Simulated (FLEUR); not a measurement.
Runs of FLEUR MaX-R8.1 (later development tree) on BaTiO3. Symmetry: P4mm, No. 99, tetragonal system. The conventional cell has a = 4.000 Å, b = 4.000 Å, c = 4.018 Å, α = 90.00°, β = 90.00°, γ = 90.00°. Around Ba (site symmetry 4mm) lie 12 O at 2.79 to 2.88 Å. Ti (site symmetry 4mm) has 6 O at 1.89 to 2.13 Å as nearest neighbours. O (site symmetry 2mm) is surrounded by 2 Ti at 2.00 Å. O (site symmetry 4mm) has 2 Ti at 1.89 to 2.13 Å as nearest neighbours. 

```csv
task,level,inpgen profile,gmax,muffin-tin radii,lmax,max iterations,kmax,gap on the mesh (eV)
band structure,LDA (Wigner correlation),-,16.2 1/bohr,"Ba 2.66, Ti 1.88, O 1.44 bohr","Ba 11, Ti 8, O 8",60,5.21 1/bohr,1.85
band structure,PBE,veryFastHighL,17.5 1/bohr,"Ba 2.66, Ti 1.88, O 1.44 bohr","Ba 9, Ti 7, O 5",60,3.5 1/bohr,(a)
band structure,PBE,moderate,22.5 1/bohr,"Ba 2.66, Ti 1.88, O 1.44 bohr","Ba 10, Ti 7, O 6",60,4.5 1/bohr,1.92
band structure,PBE,precise,25 1/bohr,"Ba 2.66, Ti 1.88, O 1.44 bohr","Ba 13, Ti 9, O 7",60,5 1/bohr,1.92
band structure,revPBE,-,16.2 1/bohr,"Ba 2.66, Ti 1.88, O 1.44 bohr","Ba 11, Ti 8, O 8",60,5.21 1/bohr,1.95
band structure,PBE,fast,20 1/bohr,"Ba 2.66, Ti 1.88, O 1.44 bohr","Ba 7, Ti 5, O 4",60,4 1/bohr,1.92
```

Alike in all rows: potentials or basis all-electron, FLAPW; no spin polarisation; cell as given; k mesh 7 × 7 × 7; smearing fermi-dirac 0.05 eV.

Fill in the values left out.

(a) 1.98.

Caveats: spin-orbit coupling is left out, which moves the levels of the heavy elements; the mesh misses the band edges, which the band path finds closer together (some runs); the plane-wave cutoff is short for the small spheres of the light atoms, so energies, forces and moduli aren't converged (some runs); the second run failed (some runs); an odd mesh through Γ misses points on the zone boundary, where band edges often lie (some runs).

A k mesh can miss the band edges, and the runs leave out spin-orbit coupling on Ba.
